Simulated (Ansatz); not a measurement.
# BN: two normal modes frozen in

Aim: map the energy of BN (R3m, No. 160; 2 atoms in the cell) over two coordinates, and find its wells, ridges and stiffness.

Computed with Ansatz 0.2.0 (DFT PBE+D3(BJ), scalar-relativistic, plane waves, PAW, unless a step's input says otherwise).

18 further runs of the same task are left out: 18 set aside as unsound or not needed.

**1. The system as given**

It takes space group R3m (No. 160, trigonal). The conventional cell has a = 2.506 Å, b = 2.506 Å, c = 9.887 Å, α = 90.00°, β = 90.00°, γ = 120.00°. Around B (site symmetry 3m) lie 3 N at 1.45 Å. N (site symmetry 3m) has 3 B at 1.45 Å as nearest neighbours.

Structure file:

```xyz
2
Lattice="1.2528 0.7233 3.2956 -1.2528 0.7233 3.2956 0.0000 -1.4466 3.2956" Properties=species:S:1:pos:R:3 pbc="T T T"
B     0.0000    0.0000    9.8837
N     0.0000    0.0000    3.2897
```

It goes back to an entry of the Materials Project, which need not be the stable form.

It is the result of an earlier relaxation at this level (volume 8.96 Å³/atom; gap on the mesh: 4.24 eV).

**3. The grid**

The energy is mapped over two normal modes frozen in (zone-centre modes of the cell shown).

- amplitude of mode 4 (748 cm⁻¹), largest displacement: 7 values from −0.123 to 0.123 Å
- amplitude of mode 6 (1356 cm⁻¹), largest displacement: 7 values from −0.06 to 0.06 Å

Nothing else is relaxed (the cell and all other modes fixed). Energies count from the relaxed high-symmetry cell. Points are written as (first, second).

Displacement patterns for an amplitude of 1 (Å):

| atom | x1 | y1 | z1 | x2 | y2 | z2 |
| --- | --- | --- | --- | --- | --- | --- |
| B1 | 0.000 | 0.000 | 1.000 | 0.866 | 0.500 | 0.000 |
| N2 | 0.000 | 0.000 | -0.772 | -0.668 | -0.386 | 0.000 |

(The set-up runs are not shown.)

**4. Point (−0.123 Å, −0.06 Å)**

File input.yaml:

```yaml
crystal:
  lattice:
    - [1.2528150304, 0.723313095, 3.2955578494]
    - [-1.2528150304, 0.723313095, 3.2955578494]
    - [0.0, -1.4466261901, 3.2955578494]
  atoms:
    - { symbol: B, position: [0.9596033633, 1.0010791781, 1.0010791781] }
    - { symbol: "N", position: [0.3636790242, 0.3316697747, 0.3316697747] }
basis:
  ecutwfc: 520.0
kpoints:
  mp_grid: { grid: [12, 12, 12] }
hamiltonian:
  xc: pbe
  pseudopotentials: { kind: paw, azcp: { folder: soft_1 } }
  dispersion: d3bj
scf:
  occupations: { method: gaussian, width: 0.05 }
output:
  forces: true
  stress: true
  eigenvalues: true
```

Started as:

```
$ ansatz run input.yaml --threads 1 --pin off --max-ram 2048MiB --backend cpu --events-out ev --progress --plain --runs-dir out
```

The session goes on with these runs: the other points that were computed.

Before running it: what results should come out? Wanted: lowest point; highest computed point; modes; pressure.

As calculated:

| quantity | value |
| --- | --- |
| lowest point | (0.000 Å, 0.00 Å), 0 meV |
| highest computed point | (−0.123 Å, −0.06 Å), 537 meV above the lowest |
| modes | 6 from 0 to 1356 cm⁻¹ |
| pressure (GPa) | −3.5 at (0.123 Å, 0.00 Å) to 4.9 at (0.000 Å, −0.06 Å); 0.0 at the lowest point |
| time for all points | 6.3 min on 1 thread, shared host |

No mode of this cell is imaginary beyond 10 cm⁻¹; other wave vectors were not probed. The lowest computed point is at (0.000 Å, 0.00 Å), which is the relaxed high-symmetry cell itself. No other kind of well shows on this grid. The highest computed point, (−0.123 Å, −0.06 Å), lies 537 meV above the lowest. Round the minimum the two coordinates are nearly uncoupled. With the other coordinates free, the energies away from the reference would be the same or lower.
